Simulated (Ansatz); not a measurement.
Abstraction of Cl: C2H4Cl2Si + C4H9 → C2H4ClSi + C4H9Cl

Species: C2H4Cl2Si `C=C[SiH](Cl)Cl`, singlet; C4H9 (1-butyl radical) `[CH2]CCC`, doublet; C2H4ClSi `C=C[SiH]Cl`, doublet; C4H9Cl (1-chlorobutane) `CCCCCl`, singlet. A radical takes Cl: the energy is the difference in strength between the Si–Cl bond broken and the C–Cl bond made.

Shapes, held fixed at every level: PBE0-D4/def2-TZVP. Flexible molecules stand in one conformer, not always the lowest. Programs: Ansatz 0.2.0. The zero-point and thermal change to 298 K, harmonic and unscaled (PBE0-D4/def2-TZVP), is +7.6 kJ/mol.

| level | kind | ΔH(298 K) (kJ/mol) | less CCSD(T)/def2-SVP | CPU time (sum over the molecules) |
| --- | --- | --- | --- | --- |
| MP2/def2-TZVPP | perturbation theory | +125.3 | +21.7 | – |
| PBE-D4/def2-TZVPP | GGA | +92.3 | -11.3 | 40 s |
| r2SCAN-D4/def2-TZVPP | meta-GGA | +113.9 | +10.3 | 61 s |
| B3LYP-D4/def2-TZVPP | global hybrid | +108.1 | +4.5 | 68 s |
| wB97M-V/def2-TZVPP | range-separated hybrid | +115.8 | +12.2 | 2.5 min |
| wB97X-V/def2-TZVPP | range-separated hybrid | +111.8 | +8.2 | 1.9 min |
| B2PLYP/def2-TZVPP | double hybrid | +111.7 | +8.1 | 81 s |
| CCSD(T)/def2-SVP | coupled cluster or CI | +103.6 | 0.0 | 2.1 min |

The highest level, CCSD(T)/def2-SVP, gives ΔH(298 K) = +103.6 kJ/mol; the levels span +92.3 to +125.3. The column of differences is taken from that level and isn't an error. No measured value is set beside it here. Spin contamination: C2H4ClSi (⟨S²⟩ up to 0.87). Open shells run unrestricted. Times are processor times on shared x86 and Arm servers, and rough.

Chlorine transfer from silicon to the primary alkyl radical is strongly endothermic at every level, so the Si–Cl bond broken is clearly stronger than the C–Cl bond formed. The main reason is bond polarity: silicon is much more electropositive than carbon, which gives its bond to chlorine a larger ionic contribution. Any delocalisation of the unpaired electron from silicon into the vinyl group is evidently too weak to offset this.

The reverse reaction is correspondingly downhill, in line with the familiar use of silyl radicals to take halogen from alkyl halides. An alkyl radical is therefore unlikely to consume the chlorosilane by this route, and addition to the vinyl group is probably the more favourable path.

MP2 gives the most endothermic value, probably because spin contamination raises the energy of the product silyl radical too far. Since the coupled-cluster calculation uses a smaller basis than the others, the closeness of B3LYP-D4 to it doesn't establish that functional as the most accurate here.
